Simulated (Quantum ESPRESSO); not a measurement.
# FeO (R-3m) in Quantum ESPRESSO: further runs

The runs below take FeO through single point, with PBEsol+U.

All numbers are computed with Quantum ESPRESSO 7.5; they aren't measurements. Logs are shortened: lines on timing, memory, paths and dates and some standing lists are left out, and cuts for length are marked.

## (1) Starting point

Symmetry: R-3m, No. 166, trigonal system. The conventional cell has a = 3.035 Å, b = 3.035 Å, c = 7.547 Å, α = 90.00°, β = 90.00°, γ = 120.00°. Around Fe (site symmetry -3m) lie 6 O at 2.16 Å. O (site symmetry -3m) has 6 Fe at 2.16 Å as nearest neighbours.

## (2) Single point, PBEsol+U, collinear spin, antiferromagnetic start

File pw.in:

```
&CONTROL
  calculation = 'scf'
  prefix = 'pwscf'
  outdir = './tmp'
  pseudo_dir = './pseudo'
  tprnfor = .true.
  tstress = .true.
  disk_io = 'nowf'
/
&SYSTEM
  ibrav = 0
  nat = 4
  ntyp = 4
  ecutwfc = 45
  ecutrho = 360
  nbnd = 34
  occupations = 'smearing'
  smearing = 'gaussian'
  degauss = 0.00367493
  nspin = 2
  starting_magnetization(1) = 0.25
  starting_magnetization(2) = 0
  starting_magnetization(3) = -0.25
  starting_magnetization(4) = -0
/
&ELECTRONS
  conv_thr = 1.6d-07
  electron_maxstep = 120
  mixing_beta = 0.3
  mixing_ndim = 12
  mixing_mode = 'TF'
/
ATOMIC_SPECIES
Fe1   55.8450 fe_pbesol_v1.5.uspp.F.UPF
O1    15.9990 o_pbesol_v1.2.uspp.F.UPF
Fe2   55.8450 fe_pbesol_v1.5.uspp.F.UPF
O2    15.9990 o_pbesol_v1.2.uspp.F.UPF
CELL_PARAMETERS angstrom
   3.0353642200    1.7524683600    5.0315891600
  -1.5176821100    0.8762341800    2.5157945800
   0.0000000000   -1.7524683500    2.5157945800
ATOMIC_POSITIONS crystal
Fe1    0.0000000000    0.0000000000    0.0000000000
O1     0.2500000000    0.5000000000    0.5000000000
Fe2    0.5000000000    0.0000000000    0.0000000000
O2     0.7500000000    0.5000000000    0.5000000000
K_POINTS automatic
2 3 3 0 0 0
HUBBARD {atomic}
U Fe1-3d 5.0
J0 Fe1-3d 0.5
U Fe2-3d 5.0
J0 Fe2-3d 0.5
```

Potentials or basis: GBRV 1.5 PBEsol.

Launch:

```bash
> OMP_NUM_THREADS=1 pw.x -in pw.in > pw.out
```

pw.out:

```text
This program is part of the open-source Quantum ESPRESSO suite
     for quantum simulation of materials; please cite
         "P. Giannozzi et al., J. Phys.:Condens. Matter 21 395502 (2009);
         "P. Giannozzi et al., J. Phys.:Condens. Matter 29 465901 (2017);
         "P. Giannozzi et al., J. Chem. Phys. 152 154105 (2020);
     in publications or presentations arising from this work. More details at

     Message from routine setup:
     using ibrav=0 with symmetry is DISCOURAGED, use correct ibrav instead

     G-vector sticks info
     --------------------
     sticks:   dense  smooth     PW     G-vecs:    dense   smooth      PW
     Sum        1653     831    253                31255    11121    1915

     Using Slab Decomposition

     bravais-lattice index     =            0
     lattice parameter (alat)  =      11.5878  a.u.
     unit-cell volume          =     270.9281 (a.u.)^3
     number of atoms/cell      =            4
     number of atomic types    =            4
     number of electrons       =        44.00
     number of Kohn-Sham states=           34
     kinetic-energy cutoff     =      45.0000  Ry
     charge density cutoff     =     360.0000  Ry
     scf convergence threshold =      1.6E-07
     mixing beta               =       0.3000
     number of iterations used =           12  TF        mixing
     Exchange-correlation= SLA  PW   PSX  PSC
                           (   1   4  10   8   0   0   0)
     Hubbard projectors: atomic
     Hubbard parameters of DFT+U (Dudarev formulation) in eV:
     U(Fe1-3d) =  5.0000
     J0(Fe1-3d) =  0.5000
     U(Fe2-3d) =  5.0000
     J0(Fe2-3d) =  0.5000

     Internal variables: lda_plus_u =T, lda_plus_u_kind = 0

     Internal variables: orbital_resolved =F, hub_pot_fix =F, apply_U = F

     celldm(1)=  11.587808  celldm(2)=   0.000000  celldm(3)=   0.000000
     celldm(4)=   0.000000  celldm(5)=   0.000000  celldm(6)=   0.000000

     crystal axes: (cart. coord. in units of alat)
               a(1) = (   0.495004   0.285790   0.820546 )
               a(2) = (  -0.247502   0.142895   0.410273 )
               a(3) = (   0.000000  -0.285790   0.410273 )

     reciprocal axes: (cart. coord. in units 2 pi/alat)
               b(1) = (  1.010094  0.583178  0.406234 )
               b(2) = ( -2.020187  1.166356  0.812467 )
               b(3) = (  0.000000 -2.332711  0.812467 )

     PseudoPot. # 1 for Fe read from file:
     fe_pbesol_v1.5.uspp.F.UPF
     Pseudo is Ultrasoft + core correction, Zval = 16.0
     Generated by new atomic code, or converted to UPF format
[... 710 lines left out ...]

          k = 0.0000 0.0000 0.0000 (  1407 PWs)   bands (ev):

   -75.8142 -71.2674 -42.0907 -41.9118 -41.8975 -37.5869 -37.5167 -37.5162
    -5.9528  -4.6883   5.3104   6.7609   6.8465   8.6195   8.6360   8.9879
    10.8335  10.9335  10.9389  11.5726  11.6056  14.4350  14.5411  14.6383
    16.6950  17.6400  17.6492  18.3300  23.3058  26.7267  26.9196  29.2375
    31.2181  31.5574

          k = 0.0000-0.7776 0.2708 (  1382 PWs)   bands (ev):

   -75.8117 -71.2642 -42.0866 -41.9320 -41.9141 -37.5819 -37.5539 -37.5253
    -5.0457  -4.7684   6.2169   6.8491   6.8621   7.0485   8.4956   8.5547
     9.3745   9.6623  10.0633  11.8776  12.0096  14.2689  15.1731  16.8861
    17.5857  17.6617  18.1313  20.5978  23.1895  24.0286  24.5862  27.7528
    28.0519  28.8390
[... 11 lines left out ...]
   -75.8105 -71.2627 -42.0846 -41.9378 -41.9259 -37.5800 -37.5527 -37.5480
    -4.6810  -4.6588   6.4250   6.6682   6.8235   7.2740   7.5033   8.3206
     8.9075   9.9360  10.0898  11.3745  11.7038  14.9309  15.0328  16.9533
    17.5288  17.6559  21.8380  22.0175  22.2076  22.9504  23.3663  24.0974
    27.3683  28.2930

          k =-0.5050-0.2916-0.2031 (  1372 PWs)   bands (ev):

   -75.8145 -71.2671 -42.0904 -41.9117 -41.8975 -37.5873 -37.5167 -37.5162
    -5.3888  -5.3542   6.3565   6.8549   6.9382   8.2579   8.6464   8.6620
     9.6661  10.1171  10.2127  12.3258  12.3538  14.3855  14.4739  16.1920
    17.1882  17.4428  17.4701  17.6455  24.7855  25.4998  28.8405  29.0502
    29.1695  29.4014
[... 19 lines left out ...]
   -75.8105 -71.2627 -42.0846 -41.9377 -41.9260 -37.5799 -37.5526 -37.5482
    -4.6700  -4.6698   6.4142   6.6626   6.8405   7.2558   7.4991   8.3523
     8.9197   9.9121  10.0683  11.4019  11.7083  14.9430  15.0267  16.9640
    17.5324  17.6345  21.8758  22.0296  22.0774  22.9730  23.6366  23.7845
    27.6890  28.0883

 ------ SPIN DOWN ----------

          k = 0.0000 0.0000 0.0000 (  1407 PWs)   bands (ev):

   -75.8140 -71.2675 -42.0904 -41.9113 -41.8977 -37.5871 -37.5167 -37.5164
    -5.9528  -4.6883   5.3105   6.7610   6.8465   8.6197   8.6362   8.9881
    10.8334  10.9335  10.9388  11.5727  11.6056  14.4349  14.5412  14.6383
    16.6951  17.6398  17.6493  18.3300  23.3058  26.7268  26.9196  29.2375
    31.2181  31.5574

          k = 0.0000-0.7776 0.2708 (  1382 PWs)   bands (ev):

   -75.8115 -71.2644 -42.0862 -41.9318 -41.9139 -37.5821 -37.5539 -37.5255
    -5.0457  -4.7684   6.2169   6.8491   6.8623   7.0486   8.4958   8.5549
     9.3746   9.6623  10.0633  11.8777  12.0096  14.2691  15.1731  16.8860
    17.5855  17.6617  18.1312  20.5978  23.1895  24.0286  24.5863  27.7529
    28.0520  28.8391
[... 11 lines left out ...]
   -75.8103 -71.2628 -42.0843 -41.9373 -41.9261 -37.5802 -37.5527 -37.5482
    -4.6810  -4.6588   6.4251   6.6683   6.8235   7.2740   7.5033   8.3206
     8.9077   9.9360  10.0899  11.3746  11.7038  14.9308  15.0328  16.9534
    17.5286  17.6559  21.8379  22.0175  22.2076  22.9504  23.3663  24.0974
    27.3683  28.2930

          k =-0.5050-0.2916-0.2031 (  1372 PWs)   bands (ev):

   -75.8143 -71.2672 -42.0900 -41.9113 -41.8976 -37.5875 -37.5167 -37.5164
    -5.3888  -5.3542   6.3566   6.8551   6.9382   8.2579   8.6466   8.6622
     9.6663  10.1171  10.2127  12.3259  12.3537  14.3855  14.4740  16.1920
    17.1881  17.4426  17.4701  17.6456  24.7855  25.4998  28.8405  29.0502
    29.1696  29.4014
[... 19 lines left out ...]
   -75.8103 -71.2629 -42.0843 -41.9372 -41.9262 -37.5800 -37.5526 -37.5484
    -4.6700  -4.6698   6.4142   6.6627   6.8406   7.2559   7.4994   8.3523
     8.9198   9.9122  10.0683  11.4020  11.7084  14.9430  15.0267  16.9640
    17.5324  17.6343  21.8759  22.0296  22.0775  22.9730  23.6365  23.7845
    27.6891  28.0882

     the Fermi energy is    14.9127 ev

!    total energy              =    -564.40149479 Ry
     estimated scf accuracy    <       0.00000003 Ry
     smearing contrib. (-TS)   =      -0.00036325 Ry
     internal energy E=F+TS    =    -564.40113154 Ry

     The total energy is F=E-TS. E is the sum of the following terms:
     one-electron contribution =    -273.12485420 Ry
     hartree contribution      =     160.59714215 Ry
     xc contribution           =     -72.47655307 Ry
     ewald contribution        =    -379.76059776 Ry
     Hubbard energy            =       0.36373135 Ry

     total magnetization       =    -0.00 Bohr mag/cell
     absolute magnetization    =     7.69 Bohr mag/cell

     convergence has been achieved in  39 iterations

     Forces acting on atoms (cartesian axes, Ry/au):

     atom    1 type  1   force =     0.00000008    0.00000005   -0.00000009
     atom    2 type  2   force =    -0.00000032   -0.00000019    0.00000620
     atom    3 type  3   force =     0.00000000    0.00000000    0.00000004
     atom    4 type  4   force =     0.00000024    0.00000014   -0.00000614

     Total force =     0.000009     Total SCF correction =     0.000032
     SCF correction compared to forces is large: reduce conv_thr to get better values

     Computing stress (Cartesian axis) and pressure

          total   stress  (Ry/bohr**3)                   (kbar)     P=       34.06
   0.00037928   0.00012043   0.00008821           55.79       17.72       12.98
   0.00012043   0.00024022   0.00005093           17.72       35.34        7.49
   0.00008821   0.00005093   0.00007509           12.98        7.49       11.05

=------------------------------------------------------------------------------=
   JOB DONE.
=------------------------------------------------------------------------------=
```

Wall time 82 s (1 thread of Arm Neoverse V1, shared host); peak memory 0.17 GiB.

What came out:

```yaml
Free_energy: -7679.0735 eV
Pressure: 3.4 GPa
Band_gap_on_the_k_mesh: none (metal or under the smearing width)
Net_moment: 0.00 μB per cell
Absolute_moment: 7.69 μB per cell
Site_moments: Fe +3.56, -3.56; O -0.00 μB
Valence_electrons_inside_the_program's_atomic_spheres: Fe 13.50; O 5.85
```

Levels at points of the mesh, in eV from the Fermi level:
Spin up:
```csv
k point,band 18,band 19,band 20,band 21,band 22,band 23,band 24,band 25,band 26,band 27
"(0.00, 0.00, 0.00)",-3.98,-3.97,-3.34,-3.31,-0.48,-0.37,-0.27,1.78,2.73,2.74
"(-0.50, 0.00, 0.00)",-4.80,-4.70,-2.59,-2.56,-0.53,-0.44,1.28,2.28,2.53,2.56
```
Spin down:
```csv
k point,band 20,band 21,band 22,band 23,band 24,band 25
"(0.00, 0.00, 0.00)",-3.34,-3.31,-0.48,-0.37,-0.27,1.78
"(-0.50, 0.00, 0.00)",-2.59,-2.56,-0.53,-0.44,1.28,2.28
```

Eigenvalues of the final occupation matrices:
```
    site  spin  trace               eigenvalues
Fe1 1 3d     1   4.97  0.99 0.99 0.99 1.00 1.00
Fe1 1 3d     2   1.29  0.06 0.13 0.13 0.48 0.49
Fe2 3 3d     1   1.29  0.06 0.13 0.13 0.48 0.49
Fe2 3 3d     2   4.97  0.99 0.99 0.99 1.00 1.00
```

Caveat: the k mesh is coarse (spacing up to 0.84 Å⁻¹), so the values aren't converged. The state reached can hang on the start; a lower one may exist.

## (3) Single point, PBEsol+U, collinear spin, ferromagnetic start

File pw.in:

```
&CONTROL
  calculation = 'scf'
  prefix = 'pwscf'
  outdir = './tmp'
  pseudo_dir = './pseudo'
  tprnfor = .true.
  tstress = .true.
  disk_io = 'nowf'
/
&SYSTEM
  ibrav = 0
  nat = 2
  ntyp = 2
  ecutwfc = 45
  ecutrho = 360
  nbnd = 21
  occupations = 'smearing'
  smearing = 'gaussian'
  degauss = 0.00367493
  nspin = 2
  starting_magnetization(1) = 0.25
  starting_magnetization(2) = 0
  tot_magnetization = 4
/
&ELECTRONS
  conv_thr = 8d-08
  electron_maxstep = 120
  mixing_beta = 0.3
  mixing_ndim = 12
/
ATOMIC_SPECIES
Fe    55.8450 fe_pbesol_v1.5.uspp.F.UPF
O     15.9990 o_pbesol_v1.2.uspp.F.UPF
CELL_PARAMETERS angstrom
   1.5176821100    0.8762341800    2.5157945800
  -1.5176821100    0.8762341800    2.5157945800
   0.0000000000   -1.7524683500    2.5157945800
ATOMIC_POSITIONS crystal
Fe     0.0000000000    0.0000000000    0.0000000000
O      0.5000000000    0.5000000000    0.5000000000
K_POINTS automatic
3 3 3 0 0 0
HUBBARD {atomic}
U Fe-3d 5.0
J0 Fe-3d 0.5
```

Potentials or basis: GBRV 1.5 PBEsol.

Launch:

```bash
> OMP_NUM_THREADS=1 pw.x -in pw.in > pw.out
```

Run time: 18 s. Hardware: 1 thread of Arm Neoverse V1, shared host; peak memory 0.11 GiB.

The run converged. Its results:

```yaml
Free_energy: -3839.4823 eV
Pressure: 1.8 GPa
Net_moment: 4.00 μB per cell
Absolute_moment: 4.03 μB per cell
Site_moments: Fe +3.58; O +0.21 μB
Valence_electrons_inside_the_program's_atomic_spheres: Fe 13.50; O 5.86
```

Stress tensor (GPa, compression positive):
```
1.42 0.00 0.00
0.00 1.42 0.00
0.00 0.00 2.53
```

Eigenvalues of the final occupation matrices:
```
   site  spin  trace               eigenvalues
Fe 1 3d     1   4.97  0.99 0.99 0.99 1.00 1.00
Fe 1 3d     2   1.30  0.07 0.12 0.12 0.49 0.49
```

Caveat: the k mesh is coarse (spacing up to 0.84 Å⁻¹), so the values aren't converged; the total moment is fixed, so each spin has its own Fermi level; a cell with one magnetic atom can't hold antiferromagnetic order, which such compounds often take.
